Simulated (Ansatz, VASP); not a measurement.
## One calculation of Al, two programs

File INCAR:

```
PREC = Accurate
ENCUT = 520
EDIFF = 1E-6
ISMEAR = -1
SIGMA = 0.05
LREAL = F
LASPH = T
NELM = 100
ALGO = Fast
ISIF = 2
LWAVE = F
LCHARG = F
GGA = PE
NBANDS = 10
```

The input KPOINTS:

```
regular mesh
0
Gamma
  6 6 8
```

File POSCAR:

```
Al
1.0
    4.5467300000      0.0454673000      0.0000000000
   -2.2339942000      3.9148463000      0.0000000000
    0.0000000000      0.0000000000      2.7539300000
Al
2
Direct
    0.3333300000      0.6666700000      0.5000000000
    0.6666700000      0.3333300000      0.5000000000
```

File input.yaml:

```yaml
crystal:
  lattice:
    - [4.54673, 0.0454673, 0.0]
    - [-2.2339942, 3.9148463, 0.0]
    - [0.0, 0.0, 2.75393]
  atoms:
    - { symbol: Al, position: [0.33333, 0.66667, 0.5] }
    - { symbol: Al, position: [0.66667, 0.33333, 0.5] }
hamiltonian:
  xc: pbe
  pseudopotentials: { kind: paw }
kpoints:
  mp_grid: { grid: [6, 6, 8] }
  band_path:
    path:
      - [[0.0, 0.0, 0.0], [0.5, 0.0, 0.0], [0.6665336441, -0.3390416791, 0.0], [0.5, -0.5, 0.0], [0.5, -0.5, 0.5], [0.3334663559, -0.6609583209, 0.5], [0.0, -0.5, 0.5], [0.0, -0.5, 0.0], [0.3334663559, -0.6609583209, 0.0]]
      - [[0.6665336441, -0.3390416791, 0.5], [0.5, 0.0, 0.5], [0.0, 0.0, 0.5]]
      - [[0.5, 0.0, 0.0], [0.5, 0.0, 0.5]]
    npoints: 14
scf:
  occupations: { method: fermi_dirac, width: 0.05 }
  n_extra_bands: 6
output:
  forces: true
  stress: true
  eigenvalues: true
  fatbands: false
```

The cell was built by a generator and needn't be a form met in nature.

Alike in both runs: functional PBE; k mesh 6 × 6 × 8; occupations fermi-dirac, width 0.05 eV; no spin polarisation.

|  | VASP | Ansatz |
| --- | --- | --- |
| version | VASP 6.6.1 | Ansatz 0.2.0 |
| potentials or method | VASP PAW PBE potentials, release 64 (Al) | Ansatz PAW |
| plane-wave cutoff (eV) | 520 | 420 |
| valence electrons in the cell | 6 | 6 |
| task | single point | band structure |

|  | VASP | Ansatz | Ansatz less VASP |
| --- | --- | --- | --- |
| gap on the k mesh at the Fermi level (eV) | none | none | - |
| pressure (GPa) | 0.0 | 0.1 | +0.02 |
| largest component of the traceless stress (GPa) | 0.75 | 0.75 | -0.004 |
| rms of the force components (eV/Å) | 0.069 | 0.069 | 0.0000 |

Atom by atom the forces differ by 0.000 eV/Å (rms over components). A gap of «none» marks a metal or a gap that the smearing closes. With one functional, cell and mesh, what is left measures potentials, basis and numerics.
